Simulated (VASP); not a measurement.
# PtS2 (P-3m1) in VASP: further runs, part 4 of 4

VASP 6.6.1. The steps go on from the part before.

## (6) G0W0 quasiparticle levels, PBE

File POSCAR:

```
PtS2
1.0
    3.5432000000      0.0000000000      0.0000000000
   -1.7716000000      3.0685012107      0.0000000000
    0.0000000000      0.0000000000      5.0388000000
Pt S
1 2
Direct
    0.0000000000      0.0000000000      0.0000000000
    0.6666666667      0.3333333333      0.7730000000
    0.3333333333      0.6666666667      0.2270000000
```

File INCAR.step1:

```
SYSTEM = PtS2
ALGO     = Normal         ! electronic algorithm
EDIFF    = 1E-8           ! SCF threshold, eV
ENCUT    = 450            ! plane-wave cutoff, eV
GGA      = PE             ! functional
ISMEAR   = 0              ! smearing method
LASPH    = .TRUE.         ! aspherical terms in the spheres
LCHARG   = .FALSE.        ! write CHGCAR
LREAL    = .FALSE.        ! projectors in reciprocal space
LWAVE    = .TRUE.         ! write WAVECAR
NELM     = 100            ! most SCF steps
PREC     = Accurate       ! precision mode
SIGMA    = 0.01           ! smearing width, eV
```

File INCAR.step2:

```
SYSTEM = PtS2
ALGO     = Exact          ! electronic algorithm
EDIFF    = 1E-8           ! SCF threshold, eV
ENCUT    = 450            ! plane-wave cutoff, eV
GGA      = PE             ! functional
ISMEAR   = 0              ! smearing method
ISTART   = 1            
LASPH    = .TRUE.         ! aspherical terms in the spheres
LCHARG   = .FALSE.        ! write CHGCAR
LOPTICS  = .TRUE.         ! frequency-dependent dielectric function
LREAL    = .FALSE.        ! projectors in reciprocal space
LWAVE    = .TRUE.         ! write WAVECAR
NBANDS   = 76             ! bands
NELM     = 1              ! most SCF steps
PREC     = Accurate       ! precision mode
SIGMA    = 0.01           ! smearing width, eV
```

File INCAR.step3:

```
SYSTEM = PtS2
ALGO     = EVGW0          ! electronic algorithm
EDIFF    = 1E-8           ! SCF threshold, eV
ENCUT    = 450            ! plane-wave cutoff, eV
ENCUTGW  = 150            ! cutoff of the response function
GGA      = PE             ! functional
ISMEAR   = 0              ! smearing method
ISTART   = 1            
LASPH    = .TRUE.         ! aspherical terms in the spheres
LCHARG   = .FALSE.        ! write CHGCAR
LREAL    = .FALSE.        ! projectors in reciprocal space
LWAVE    = .FALSE.        ! write WAVECAR
NBANDS   = 76             ! bands
NBANDSGW = 19           
NELMGW   = 1            
NOMEGA   = 48             ! frequency points
PREC     = Accurate       ! precision mode
PRECFOCK = Fast         
SIGMA    = 0.01           ! smearing width, eV
```

File KPOINTS:

```
k-points
0
G
  2 2 1
  0 0 0
```

Potentials or basis: VASP PAW PBE potentials, release 64 (Pt_GW, S_GW).

Started as:

```console
cat potpaw_PBE.64/Pt_GW/POTCAR potpaw_PBE.64/S_GW/POTCAR > POTCAR
cp INCAR.step1 INCAR
mpirun -np 1 vasp_std > vasp.out
cp INCAR.step2 INCAR
mpirun -np 1 vasp_std > vasp.out
cp INCAR.step3 INCAR
mpirun -np 1 vasp_std > vasp.out
```

OUTCAR:

```text
SYSTEM = PtS2
   EDIFF = 1E-8
   ENCUT = 450
   ENCUTGW = 150
   GGA = PE
   ISMEAR = 0
   ISTART = 1
   LASPH = .TRUE.
   LREAL = .FALSE.
   NELMGW = 1
   PREC = Accurate
   PRECFOCK = Fast

 Found      2 irreducible k-points:

 Following reciprocal coordinates:
            Coordinates               Weight
  0.000000  0.000000  0.000000      1.000000
  0.500000  0.000000  0.000000      3.000000
   k-points           NKPTS =      2   k-points in BZ     NKDIM =      4   number of bands    NBANDS=     76
   number of dos      NEDOS =    301   number of ions     NIONS =      3
   total plane-waves  NPLWV =  28224
   dimension x,y,z NGX =    28 NGY =   28 NGZ =   36
   dimension x,y,z NGXF=    56 NGYF=   56 NGZF=   72
   ions per type =               1   2
   NGX,Y,Z   is equivalent  to a cutoff of  13.14, 13.14, 11.88 a.u.
   NGXF,Y,Z  is equivalent  to a cutoff of  26.28, 26.28, 23.76 a.u.
 SYSTEM =  PtS2
   PREC   = accura    normal or accurate (medium, high low for compatibility)
   ISTART =      1    job   : 0-new  1-cont  2-samecut
   ICHARG =      0    charge: 1-file 2-atom 10-const
   ISPIN  =      1    spin polarized calculation?
   LNONCOLLINEAR =      F non collinear calculations
   LSORBIT =      F    spin-orbit coupling
   LASPH  =      T    aspherical Exc in radial PAW
   ENCUT  =  450.0 eV  33.07 Ry    5.75 a.u.   6.13  6.13  8.72*2*pi/ulx,y,z
   NELM   =     60;   NELMIN=  2; NELMDL=  0     # of ELM steps
   EDIFF  = 0.1E-07   stopping-criterion for ELM
   LREAL  =      F    real-space projection
   EDIFFG = 0.1E-06   stopping-criterion for IOM
   NSW    =      0    number of steps for IOM
   IBRION =     -1    ionic relax: 0-MD 1-quasi-New 2-CG
   NFREE  =      0    steps in history (QN), initial steepest desc. (CG)
   ISIF   =      0    stress and relaxation
   ISYM   =      3    0-nonsym 1-usesym 2-fastsym
   POTIM  = 0.5000    time-step for ionic-motion
   TEBEG  =    0.0;   TEEND  =   0.0 temperature during run
   PSTRESS=    0.0 pullay stress
   NELECT =      22.0000    total number of electrons
   NUPDOWN=      -1.0000    fix difference up-down
   EMIN   =  10.00;   EMAX   =-10.00  energy-range for DOS
   EFERMI =   0.00;   METHOD = LEGACY
   ISMEAR =     0;   SIGMA  =   0.01  broadening in eV -4-tet -1-fermi 0-gaus
   EFERMI_NEDOS =   21; number of points for ismear=-14 and -15
   IALGO  =     38    algorithm
   IMIX   =      4    mixing-type and parameters
     AMIX     =   0.40;   BMIX     =  1.00
     AMIX_MAG =   1.60;   BMIX_MAG =  1.00
  volume/ion in A,a.u.               =      18.26       123.23
  Fermi-wavevector in a.u.,A,eV,Ry     =   1.207812  2.282434 19.848315  1.458810
  Thomas-Fermi vector in A             =   2.343439
   LORBIT       =      0    0 simple, 1 ext, 2 COOP (PROOUT), +10 PAW based schemes
   GGA     = PE    functional components
   LHFCALC =     T    Hartree Fock is set to
   PRECFOCK=fast      Normal, Fast or Accurate (Low or Medium for compatibility)
   ENCUT4O =  -1.0   cutoff for four orbital integrals eV
   NKREDX  =     1    reduce k-point grid by
   NKREDY  =     1    reduce k-point grid by
   NKREDZ  =     1    reduce k-point grid by
   AEXX    =    1.0000 exact exchange contribution
   HFSCREEN=    0.0000 screening length (either q_TF or 0.3 A-1)
   HFSCREENC=   0.0000 screening length for correlation (either q_TF or 0.3 A-1)
   ENCUTFOCK=  -1.0 apply spherical cutoff to Coloumb kernel
   IVDW    =     0    specifies the selected vdW correction
   LEPSILON=     F    determine dielectric tensor
   LRPA    =     F    only Hartree local field effects (RPA)
   LRPAFORCE           =     F    calculate RPA forces
   ENCUTGW             = 150.0    cutoff for response function in eV
   ENCUTGWSOFT         = 120.0    soft cutoff for Coulomb kernel in GW response function in eV
   ENCUTLF             =  -1.0    cutoff for local field effects
   NELMGW              =     1    number of iterations in solving QP/BSE equation
   NELMHF              =     1    number of iterations in the inner HF iteration
   NKREDLFX            =     1    NKREDLFY  =   1   NKREDLFZ  =   1
 non-spin polarized calculation
 Gauss-broadening in eV      SIGMA  =   0.01
  energy-cutoff  :      450.00
  volume of cell :       54.78
 maximum number of plane-waves:      1188
 NGX is ok and might be reduce to    28
  NGX = 14; NGY = 14; NGZ = 20
   NGX = 13   NGY = 13   NGZ = 17
 maximum number of plane-waves:       239

 QP shifts <psi_nk| G(iteration)W_0 |psi_nk>: iteration 1
 for sc-GW calculations column KS-energies equals QP-energies in previous step
 and V_xc(KS)=  KS-energies - (<T + V_ion + V_H > + <T+V_H+V_ion>^1  + <V_x>^1)

 k-point   1 :       0.0000    0.0000    0.0000
  band No.  KS-energies  QP-energies   sigma(KS)   V_xc(KS)     V^pw_x(r,r')   Z            occupation Imag(sigma)

      1      -8.8035      -9.1385     -13.6631     -13.1732     -21.5306       0.6838       2.0000       1.4789
      2      -5.5885      -6.0488     -14.6340     -14.0133     -21.3153       0.7415       2.0000       1.1571
      3      -0.3434      -0.7121     -13.6735     -13.1607     -18.3201       0.7189       2.0000       0.6172
      4      -0.3434      -0.7121     -13.6735     -13.1607     -18.3201       0.7189       2.0000       0.6172
      5      -0.2343      -0.7523     -12.7109     -11.9980     -17.9163       0.7266       2.0000       0.7507
      6       2.6458       2.1856     -13.5642     -12.9290     -18.2638       0.7243       2.0000       0.4233
[... 11 lines left out ...]
     18      18.6737      19.5750     -10.5362     -11.7252      -5.0072       0.7580       0.0000      -0.4049
     19      19.2639      20.2552     -11.0564     -12.3644      -5.5432       0.7579       0.0000      -0.5332

 k-point   2 :       0.5000    0.0000    0.0000
  band No.  KS-energies  QP-energies   sigma(KS)   V_xc(KS)     V^pw_x(r,r')   Z            occupation Imag(sigma)

      1      -6.8099      -7.1627     -14.3594     -13.8515     -21.5668       0.6948       2.0000       1.1669
      2      -6.5446      -6.9922     -14.4054     -13.7615     -21.3186       0.6952       2.0000       1.1666
      3      -0.8388      -1.2862     -13.0120     -12.3995     -17.8834       0.7306       2.0000       0.7010
      4       0.4949       0.1262     -13.7458     -13.2385     -18.1315       0.7268       2.0000       0.5466
      5       1.4141       0.9256     -13.1074     -12.4346     -17.6280       0.7261       2.0000       0.4925
      6       2.3603       1.7767     -13.4174     -12.6395     -16.6679       0.7502       2.0000       0.2616
[... 11 lines left out ...]
     18      17.6488      18.4428     -10.2880     -11.3110      -4.9860       0.7761       0.0000      -0.3746
     19      18.4538      19.3369     -10.7968     -11.9609      -5.0264       0.7586       0.0000      -0.5031
```

Run time: 16 s. Hardware: 1 thread of Intel Xeon 6975P-C (Granite Rapids), shared host; peak memory 0.29 GiB.

The run converged, but some of its settings lie outside the range that counts as converged, so its numbers aren't taken as properties of the crystal.

Results:

| Quantity | Value |
| --- | --- |
| Band gap on the k mesh, mean-field level | 1.82 eV, indirect (least direct gap 2.48 eV) |
| Quasiparticle gap | 2.91 eV |
| Least direct quasiparticle gap | 3.68 eV |

Caveat: the k mesh is coarse (spacing up to 1.25 Å⁻¹), so the values aren't converged; bands, screening cutoff and mesh are small and nothing is extrapolated, so the quasiparticle values aren't converged; spin-orbit coupling is left out, which moves the levels of the heavy elements; an odd mesh through Γ misses points on the zone boundary, where band edges often lie.

## (7) The reference run

An earlier run on the cell as given: functional PBEsol; potentials or basis VASP PAW PBE potentials, release 64 (Pt, S); cutoff 520 eV; k mesh 9 × 9 × 5; occupations fermi-dirac, width 0.05 eV; no spin polarisation.

- Pressure: 6.1 GPa
- Largest force: 0.930 eV/Å
- Band gap on the k mesh: 0.96 eV, indirect (least direct gap 1.00 eV)

## (8) Overview

| task | level | potentials or basis | k mesh | smearing | GW scheme | GW iterations | cutoff of the response function | empty bands | frequency points | gap on the mesh (eV) | pressure (GPa) | largest force (eV/Å) |
| --- | --- | --- | --- | --- | --- | --- | --- | --- | --- | --- | --- | --- |
| band structure | rSCAN | VASP PAW PBE potentials, release 64 (Pt, S) | 9 × 9 × 5 | fermi-dirac 0.05 eV | - | - | - | - | - | 1.18 | 8.9 | 1.18 |
| G0W0 quasiparticle levels | PBE | VASP PAW PBE potentials, release 64 (Pt_GW, S_GW) | 5 × 5 × 3 | gaussian 0.01 eV | G0W0 | 1 | 260 | 328 | 72 | - | - | - |
| single point | PBEsol | VASP PAW PBE potentials, release 64 (Pt, S) | 9 × 9 × 5 | fermi-dirac 0.05 eV | - | - | - | - | - | 0.96 | 6.1 | 0.93 |

Alike in all rows: no spin polarisation; cell as given; cutoff (eV) 520.

Caveats: spin-orbit coupling is left out, which moves the levels of the heavy elements; the PAW data sets were made with another functional, which shifts forces and pressure a little (some runs); an odd mesh through Γ misses points on the zone boundary, where band edges often lie (some runs); bands, screening cutoff and mesh are small and nothing is extrapolated, so the quasiparticle values aren't converged (some runs).

Total energies depend on the potentials used, so only differences within one code and one set of settings carry meaning.
